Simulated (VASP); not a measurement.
# TiO2 (P4_2/mnm) in VASP: notebook

The runs below take TiO2 through relaxation of cell and atoms, with BEEF-vdW, vdW-DF-cx.

All numbers are computed with VASP 6.6.1; they aren't measurements. Logs are shortened: lines on timing, memory, paths and dates and some standing lists are left out, and cuts for length are marked.

## (1) The structure

It takes space group P4_2/mnm (No. 136, tetragonal). The conventional cell has a = 4.600 Å, b = 4.600 Å, c = 2.959 Å, α = 90.00°, β = 90.00°, γ = 90.00°. Ti (site symmetry mmm) is surrounded by 6 O at 1.95 to 1.98 Å. Around O (site symmetry m2m) lie 3 Ti at 1.95 to 1.98 Å.

The cell is a database's computed one.

## (2) Relaxation of cell and atoms, BEEF-vdW

INCAR reads:

```
SYSTEM = TiO2
PREC     = Accurate       ! precision mode
ENCUT    = 600            ! plane-wave cutoff, eV
EDIFF    = 1E-6           ! SCF threshold, eV
ISMEAR   = -1             ! smearing method
SIGMA    = 0.05           ! smearing width, eV
LREAL    = .FALSE.        ! projectors in reciprocal space
LASPH    = .TRUE.         ! aspherical terms in the spheres
NELM     = 100            ! most SCF steps
ALGO     = Normal         ! electronic algorithm
ISIF     = 3              ! what is computed and relaxed
LWAVE    = .FALSE.        ! write WAVECAR
LCHARG   = .FALSE.        ! write CHGCAR
GGA      = BF             ! functional
LUSE_VDW = .TRUE.       
ZAB_VDW  = -1.8867      
IBRION   = 2              ! ionic algorithm
NSW      = 60             ! ionic steps
EDIFFG   = -0.005         ! ionic threshold
```

KPOINTS reads:

```
Automatic mesh
0
G
  6 6 9
  0 0 0
```

POSCAR reads:

```
TiO2
1.0
    4.5998373239      0.0000000000      0.0000000000
    0.0000000000      4.5998373239      0.0000000000
    0.0000000000      0.0000000000      2.9592135600
Ti O
2 4
Direct
    0.0000000000      0.0000000000      0.5000000000
    0.5000000000      0.5000000000      0.0000000000
    0.3043213200      0.3043213200      0.5000000000
    0.1956786800      0.8043213200      0.0000000000
    0.8043213200      0.1956786800      0.0000000000
    0.6956786800      0.6956786800      0.5000000000
```

Potentials or basis: VASP PAW PBE potentials, release 64 (Ti_sv, O).

Started as:

```console
> cat potpaw_PBE.64/Ti_sv/POTCAR potpaw_PBE.64/O/POTCAR > POTCAR
> mpirun -np 1 vasp_std > vasp.out
```

OUTCAR:

```text
SYSTEM = TiO2
   PREC = Accurate
   ENCUT = 600
   EDIFF = 1E-6
   ISMEAR = -1
   LREAL = .FALSE.
   LASPH = .TRUE.
   NELM = 100
   ISIF = 3
   GGA = BF
   IBRION = 2
   NSW = 60
   EDIFFG = -0.005

 ion  position               nearest neighbor table
   1  0.000  0.000  0.500-   4 1.95   5 1.95   4 1.95   5 1.95   3 1.98   6 1.98
   2  0.500  0.500  0.000-   3 1.95   6 1.95   3 1.95   6 1.95   5 1.98   4 1.98
   3  0.304  0.304  0.500-   2 1.95   2 1.95   1 1.98
   4  0.196  0.804  0.000-   1 1.95   1 1.95   2 1.98
   5  0.804  0.196  0.000-   1 1.95   1 1.95   2 1.98
   6  0.696  0.696  0.500-   2 1.95   2 1.95   1 1.98

  LATTYP: Found a simple tetragonal cell.
 ALAT       =     4.5998373239
 C/A-ratio  =     0.6433300466

  Lattice vectors:

 A1 = (   4.5998373239,   0.0000000000,   0.0000000000)
 A2 = (   0.0000000000,   4.5998373239,   0.0000000000)
 A3 = (   0.0000000000,   0.0000000000,   2.9592135600)

Analysis of symmetry for initial positions (statically):
=====================================================================
 Subroutine PRICEL returns:
 Original cell was already a primitive cell.

 Routine SETGRP: Setting up the symmetry group for a
 simple tetragonal supercell.

 Subroutine GETGRP returns: Found 16 space group operations
 (whereof  8 operations were pure point group operations)
 out of a pool of 16 trial point group operations.

The static configuration has the point symmetry D_2h.
 The point group associated with its full space group is D_4h.

Analysis of symmetry for dynamics (positions and initial velocities):
=====================================================================
 Subroutine PRICEL returns:
 Original cell was already a primitive cell.

 Routine SETGRP: Setting up the symmetry group for a
 simple tetragonal supercell.

 Subroutine GETGRP returns: Found 16 space group operations
 (whereof  8 operations were pure point group operations)
 out of a pool of 16 trial point group operations.

The dynamic configuration has the point symmetry D_2h.
 The point group associated with its full space group is D_4h.

 Subroutine INISYM returns: Found 16 space group operations
 (whereof  8 operations are pure point group operations),
 and found     1 'primitive' translations

----------------------------------------------------------------------------------------

                                     Primitive cell

  volume of cell :      62.6125

  direct lattice vectors                    reciprocal lattice vectors
     4.599837324  0.000000000  0.000000000     0.217398993  0.000000000  0.000000000
     0.000000000  4.599837324  0.000000000     0.000000000  0.217398993  0.000000000
     0.000000000  0.000000000  2.959213560     0.000000000  0.000000000  0.337927622

  length of vectors
     4.599837324  4.599837324  2.959213560     0.217398993  0.217398993  0.337927622

  position of ions in fractional coordinates (direct lattice)
     0.000000000  0.000000000  0.500000000
     0.500000000  0.500000000  0.000000000
     0.304321320  0.304321320  0.500000000
     0.195678680  0.804321320  0.000000000
     0.804321320  0.195678680  0.000000000
     0.695678680  0.695678680  0.500000000

  ion indices of the primitive-cell ions
   primitive index   ion index
                 1           1
                 2           2
                 3           3
                 4           4
                 5           5
                 6           6

----------------------------------------------------------------------------------------

 KPOINTS: Automatic mesh

Automatic generation of k-mesh.
 Grid dimensions read from file:
 generate k-points for:    6    6    9

 Generating k-lattice:

  Cartesian coordinates                     Fractional coordinates (reciprocal lattice)
     0.036233165  0.000000000  0.000000000     0.166666667  0.000000000  0.000000000
     0.000000000  0.036233165  0.000000000     0.000000000  0.166666667  0.000000000
     0.000000000  0.000000000  0.037547514     0.000000000  0.000000000  0.111111111

  Length of vectors
     0.036233165  0.036233165  0.037547514

  Shift w.r.t. Gamma in fractional coordinates (k-lattice)
     0.000000000  0.000000000  0.000000000

 Subroutine IBZKPT returns following result:
 ===========================================

 Found     50 irreducible k-points:

 Following reciprocal coordinates:
            Coordinates               Weight
  0.000000  0.000000  0.000000      1.000000
  0.166667  0.000000  0.000000      4.000000
  0.333333  0.000000  0.000000      4.000000
  0.500000  0.000000  0.000000      2.000000
  0.166667  0.166667  0.000000      4.000000
  0.333333  0.166667  0.000000      8.000000
[... 16 lines left out ...]
  0.333333  0.000000  0.222222      8.000000
  0.500000  0.000000  0.222222      4.000000
 [... further k-points ...]
   k-points           NKPTS =     50   k-points in BZ     NKDIM =     50   number of bands    NBANDS=     28
   number of dos      NEDOS =    301   number of ions     NIONS =      6
   total plane-waves  NPLWV =  38400
   dimension x,y,z NGX =    40 NGY =   40 NGZ =   24
   dimension x,y,z NGXF=    80 NGYF=   80 NGZF=   48
   ions per type =               2   4
   NGX,Y,Z   is equivalent  to a cutoff of  14.46, 14.46, 13.48 a.u.
   NGXF,Y,Z  is equivalent  to a cutoff of  28.91, 28.91, 26.97 a.u.
 SYSTEM =  TiO2
   PREC   = accura    normal or accurate (medium, high low for compatibility)
   ISTART =      0    job   : 0-new  1-cont  2-samecut
   ICHARG =      2    charge: 1-file 2-atom 10-const
   ISPIN  =      1    spin polarized calculation?
   LNONCOLLINEAR =      F non collinear calculations
   LSORBIT =      F    spin-orbit coupling
   LASPH  =      T    aspherical Exc in radial PAW
   ENCUT  =  600.0 eV  44.10 Ry    6.64 a.u.   9.19  9.19  5.91*2*pi/ulx,y,z
   NELM   =    100;   NELMIN=  2; NELMDL= -5     # of ELM steps
   EDIFF  = 0.1E-05   stopping-criterion for ELM
   LREAL  =      F    real-space projection
   EDIFFG = -.5E-02   stopping-criterion for IOM
   NSW    =     60    number of steps for IOM
   IBRION =      2    ionic relax: 0-MD 1-quasi-New 2-CG
   NFREE  =      1    steps in history (QN), initial steepest desc. (CG)
   ISIF   =      3    stress and relaxation
   ISYM   =      2    0-nonsym 1-usesym 2-fastsym
   POTIM  = 0.5000    time-step for ionic-motion
   TEBEG  =    0.0;   TEEND  =   0.0 temperature during run
   PSTRESS=    0.0 pullay stress
   NELECT =      48.0000    total number of electrons
   NUPDOWN=      -1.0000    fix difference up-down
   EMIN   =  10.00;   EMAX   =-10.00  energy-range for DOS
   EFERMI =   0.00;   METHOD = LEGACY
   ISMEAR =    -1;   SIGMA  =   0.05  broadening in eV -4-tet -1-fermi 0-gaus
   EFERMI_NEDOS =   21; number of points for ismear=-14 and -15
   IALGO  =     38    algorithm
   IMIX   =      4    mixing-type and parameters
     AMIX     =   0.40;   BMIX     =  1.00
     AMIX_MAG =   1.60;   BMIX_MAG =  1.00
  volume/ion in A,a.u.               =      10.44        70.42
  Fermi-wavevector in a.u.,A,eV,Ry     =   1.498309  2.831394 30.544140  2.244931
  Thomas-Fermi vector in A             =   2.610085
   LORBIT       =      0    0 simple, 1 ext, 2 COOP (PROOUT), +10 PAW based schemes
   GGA     = BF    functional components
   LHFCALC =     F    Hartree Fock is set to
   AEXX    =    0.0000 exact exchange contribution
   IVDW_NL    =     1    kernel type
   BPARAM     = 6.3000
   IVDW    =     0    specifies the selected vdW correction
   LEPSILON=     F    determine dielectric tensor
   LRPA    =     F    only Hartree local field effects (RPA)
 conjugate gradient relaxation of ions
 non-spin polarized calculation
  energy-cutoff  :      600.00
  volume of cell :       62.61
 maximum number of plane-waves:      2112
 NGX is ok and might be reduce to    40
   NGX = 19   NGY = 19   NGZ = 11

--------------------------------------- Ionic step        1  -------------------------------------------

 number of electron      47.9999987 magnetization

 Free energy of the ion-electron system (eV)
  ---------------------------------------------------
  ext. energy  EPLUGINS =         0.00000000
  ---------------------------------------------------
  free energy    TOTEN  =       -41.53899114 eV

  energy without entropy =      -41.53899114  energy(sigma->0) =      -41.53899114

------------------------ aborting loop because EDIFF is reached ----------------------------------------

  FORCE on cell =-STRESS in cart. coord.  units (eV):
  Direction    XX          YY          ZZ          XY          YZ          ZX
  --------------------------------------------------------------------------------------
  -------------------------------------------------------------------------------------
  Total        2.5408854      2.5408854      2.6571289     -0.0000000      0.0000000      0.0000000
  in kB       65.0181206     65.0181206     67.9926466     -0.0000000      0.0000000      0.0000000
  external PRESSURE =      66.0096293 kB  Pullay stress =       0.0000000 kB
[... 321 lines left out ...]
Total vdW correction in eV:      8.2519333

--------------------------------------- Ionic step        9  -------------------------------------------

 number of electron      47.9999980 magnetization

 Free energy of the ion-electron system (eV)
  ---------------------------------------------------
  ext. energy  EPLUGINS =         0.00000000
  ---------------------------------------------------
  free energy    TOTEN  =       -41.57670158 eV

  energy without entropy =      -41.57670158  energy(sigma->0) =      -41.57670158

 E-fermi :   5.0784     XC(G=0): -11.2320

 val. band max:        4.1933253571   @ k =   0.0000   0.0000   0.0000
 cond. band min:       6.0064911876   @ k =   0.0000   0.0000   0.0000
 fundamental gap:      1.8131658305
 Fermi energy:         5.0783768176

 k-point     1 :       0.0000    0.0000    0.0000
  band No.  band energies     occupation
      1     -53.2699      2.00000
      2     -53.2567      2.00000
      3     -29.3759      2.00000
      4     -29.3759      2.00000
      5     -29.2402      2.00000
      6     -29.2402      2.00000
[... 733 lines left out ...]
     27       7.2095      0.00000
     28       7.2095      0.00000

 [... further k-points ...]

------------------------ aborting loop because EDIFF is reached ----------------------------------------

  FORCE on cell =-STRESS in cart. coord.  units (eV):
  Direction    XX          YY          ZZ          XY          YZ          ZX
  --------------------------------------------------------------------------------------
  -------------------------------------------------------------------------------------
  Total        0.0005682      0.0005682     -0.0207918     -0.0000000      0.0000000      0.0000000
  in kB        0.0141072      0.0141072     -0.5162021     -0.0000000      0.0000000      0.0000000
  external PRESSURE =      -0.1626626 kB  Pullay stress =       0.0000000 kB
[... 21 lines left out ...]
  FREE ENERGIE OF THE ION-ELECTRON SYSTEM (eV)
  ---------------------------------------------------
  free  energy   TOTEN  =       -41.5767015804 eV

  energy  without entropy=      -41.5767015796  energy(sigma->0) =      -41.57670158

Total vdW correction in eV:      8.2500628

 reached required accuracy - stopping structural energy minimisation
```

Wall time 9.6 min (1 thread of Intel Xeon Platinum 8559C (Emerald Rapids), shared host); peak memory 0.47 GiB.

Results:

- Free energy: -41.5767 eV
- Relaxed volume: 10.76 Å³/atom
- Relaxed cell: a = 4.655 Å, b = 4.655 Å, c = 2.978 Å, α = 90.00°, β = 90.00°, γ = 90.00°
- Space group after relaxing (to 0.05 Å): P4_2/mnm (No. 136)
- Energy gained by relaxing: 6.3 meV/atom
- Ionic steps: 9
- Pressure after relaxing: 0.0 GPa
- Band gap on the k mesh: 1.81 eV, direct

Forces on the atoms (eV/Å):
```
Ti   0.000  0.000  0.000
Ti   0.000  0.000  0.000
O   -0.002 -0.002  0.000
O    0.002 -0.002  0.000
O   -0.002  0.002  0.000
O    0.002  0.002  0.000
```

Step by step:
| step | energy change (eV) | largest force (eV/Å) | pressure (GPa) | volume (Å³) |
| --- | --- | --- | --- | --- |
| 1 | 0.0000 | 0.0489 | 6.60 | 62.61 |
| 2 | 0.0153 | 0.2581 | -6.96 | 66.59 |
| 3 | -0.0354 | 0.0987 | 0.00 | 64.38 |
| 4 | -0.0354 | 0.0958 | 0.12 | 64.34 |
| 5 | -0.0374 | 0.0277 | 0.14 | 64.45 |
| 6 | -0.0377 | 0.0087 | 0.13 | 64.50 |
| 7 | -0.0377 | 0.0066 | 0.13 | 64.50 |
| 8 | -0.0377 | 0.0039 | -0.14 | 64.58 |
| 9 | -0.0377 | 0.0021 | -0.02 | 64.53 |

Final structure:
```
CELL_PARAMETERS angstrom
4.65505 0.00000 0.00000
0.00000 4.65505 0.00000
0.00000 0.00000 2.97807
ATOMIC_POSITIONS crystal
Ti 0.00000 0.00000 0.50000
Ti 0.50000 0.50000 0.00000
O 0.30507 0.30507 0.50000
O 0.19493 0.80507 0.00000
O 0.80507 0.19493 0.00000
O 0.69493 0.69493 0.50000
```

Levels at points of the mesh, in eV from the valence-band top:
```tsv
k point	band 20	band 21	band 22	band 23	band 24	band 25	band 26	band 27	band 28
(0.00, 0.00, 0.00)	-1.87	-0.67	-0.43	-0.43	0.00	1.81	2.11	2.32	2.39
(0.50, 0.00, 0.00)	-2.91	-1.54	-1.54	-0.68	-0.68	2.44	2.44	2.86	2.86
(0.50, 0.50, 0.00)	-2.04	-1.24	-1.24	-1.02	-1.02	1.85	1.85	2.41	2.41
```

Caveat: the PAW data sets were made with another functional, which shifts forces and pressure a little; an odd mesh through Γ misses points on the zone boundary, where band edges often lie.

## (3) Relaxation of cell and atoms, vdW-DF-cx

INCAR reads:

```
PREC = Accurate
ENCUT = 600
EDIFF = 1E-7
ISMEAR = -1
SIGMA = 0.05
LREAL = F
LASPH = T
NELM = 60
ALGO = Fast
ISIF = 3
LWAVE = F
LCHARG = F
GGA = CX
LUSE_VDW = T
AGGAC = 0.0
IBRION = 2
NSW = 40
EDIFFG = -0.01
```

KPOINTS reads:

```
regular mesh
0
Gamma
  6 6 9
```

POSCAR is that of step 2.

Potentials or basis: VASP PAW PBE potentials, release 64 (Ti_sv, O).

Started as:

```console
> cat potpaw_PBE.64/Ti_sv/POTCAR potpaw_PBE.64/O/POTCAR > POTCAR
> mpirun -np 1 vasp_std > vasp.out
```

Wall time 9 min (1 thread of Intel Xeon Platinum 8559C (Emerald Rapids), shared host); peak memory 0.48 GiB.

Results (log left out):

```
Free energy                            : -42.3947 eV
Relaxed volume                         : 10.41 Å³/atom
Relaxed cell                           : a = 4.599 Å, b = 4.599 Å, c = 2.952 Å, α = 90.00°, β = 90.00°, γ = 90.00°
Space group after relaxing (to 0.05 Å) : P4_2/mnm (No. 136)
Energy gained by relaxing              : 0.1 meV/atom
Ionic steps                            : 4
Pressure after relaxing                : 0.0 GPa
Band gap on the k mesh                 : 1.82 eV, direct
```

The path:
```csv
step,energy change (eV),largest force (eV/Å),pressure (GPa),volume (Å³)
1,0.0000,0.0152,-0.64,62.61
2,0.0000,0.0319,0.89,62.23
3,-0.0005,0.0233,0.12,62.43
4,-0.0006,0.0001,0.01,62.45
```

Final structure:
```
Ti O
1.0
     4.59931    0.00000    0.00000
     0.00000    4.59931    0.00000
     0.00000    0.00000    2.95208
Ti O
2 4
Direct
  0.00000 0.00000 0.50000
  0.50000 0.50000 0.00000
  0.30410 0.30410 0.50000
  0.19590 0.80410 0.00000
  0.80410 0.19590 0.00000
  0.69590 0.69590 0.50000
```

Levels at points of the mesh, in eV from the valence-band top:
| k point | band 20 | band 21 | band 22 | band 23 | band 24 | band 25 | band 26 | band 27 | band 28 |
| --- | --- | --- | --- | --- | --- | --- | --- | --- | --- |
| (0.00, 0.00, 0.00) | -1.98 | -0.70 | -0.46 | -0.46 | 0.00 | 1.82 | 2.11 | 2.37 | 2.47 |
| (0.50, 0.00, 0.00) | -3.07 | -1.64 | -1.64 | -0.75 | -0.75 | 2.50 | 2.50 | 3.00 | 3.00 |
| (0.50, 0.50, 0.00) | -2.22 | -1.30 | -1.30 | -1.09 | -1.09 | 1.86 | 1.86 | 2.49 | 2.49 |

Caveat: the PAW data sets were made with another functional, which shifts forces and pressure a little; an odd mesh through Γ misses points on the zone boundary, where band edges often lie.
